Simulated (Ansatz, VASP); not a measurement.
## Two plane-wave programs on Sb

File INCAR:

```
SYSTEM = Sb
  PREC = Accurate
  ENCUT = 520
  EDIFF = 1E-6
  ISMEAR = 0
  SIGMA = 0.1
  LREAL = .False.
  LASPH = .True.
  NELM = 100
  ALGO = Fast
  ISIF = 2
  LWAVE = .False.
  LCHARG = .True.
  GGA = PE
  LELF = .True.
  LVHAR = .True.
  NBANDS = 18
```

The input KPOINTS:

```
regular mesh
0
Gamma
  12 12 12
  0 0 0
```

The input POSCAR:

```
Sb
1.0
   -3.9367158979      3.9367158979      1.9178320855
    3.9367158979     -3.9367158979      1.9178320855
    3.9367158979      3.9367158979     -1.9178320855
Sb
4
Direct
    0.3461050359      0.1538949641      0.5000000000
    0.8461050359      0.3461050359      0.1922100717
    0.6538949641      0.8461050359      0.5000000000
    0.1538949641      0.6538949641      0.8077899283
```

Input for Ansatz:

```yaml
crystal:
  lattice:
    - [-3.9367158979, 3.9367158979, 1.9178320855]
    - [3.9367158979, -3.9367158979, 1.9178320855]
    - [3.9367158979, 3.9367158979, -1.9178320855]
  atoms:
    - { symbol: Sb, position: [0.3461050359, 0.1538949641, 0.5] }
    - { symbol: Sb, position: [0.8461050359, 0.3461050359, 0.1922100717] }
    - { symbol: Sb, position: [0.6538949641, 0.8461050359, 0.5] }
    - { symbol: Sb, position: [0.1538949641, 0.6538949641, 0.8077899283] }
basis:
  ecutwfc: 420
kpoints:
  mp_grid: { grid: [12, 12, 12] }
hamiltonian:
  xc: pbe
scf:
  occupations: { method: gaussian, width: 0.1 }
output:
  forces: true
  stress: true
  eigenvalues: true
```

Alike in both runs: task single point; functional PBE; k mesh 12 × 12 × 12; occupations gaussian, width 0.1 eV; no spin polarisation.

|  | VASP | Ansatz |
| --- | --- | --- |
| version | VASP 6.6.1 | Ansatz 0.2.0 |
| potentials or method | VASP PAW PBE potentials, release 64 (Sb) | scalar-relativistic, plane waves, PAW |
| plane-wave cutoff (eV) | 520 | 420 |
| valence electrons in the cell | 20 | 60 |

|  | VASP | Ansatz | Ansatz less VASP |
| --- | --- | --- | --- |
| gap on the k mesh at the Fermi level (eV) | none | none | - |
| pressure (GPa) | 8.7 | 8.6 | -0.03 |
| largest component of the traceless stress (GPa) | 3.00 | 2.97 | -0.024 |
| rms of the force components (eV/Å) | 0.106 | 0.094 | -0.0121 |

Atom by atom the forces differ by 0.012 eV/Å (rms over components). A gap of «none» marks a metal or a gap that the smearing closes. The two sets of potentials don't hold the same shells in valence.

Spin-orbit coupling is left out, which matters for the levels of Sb.
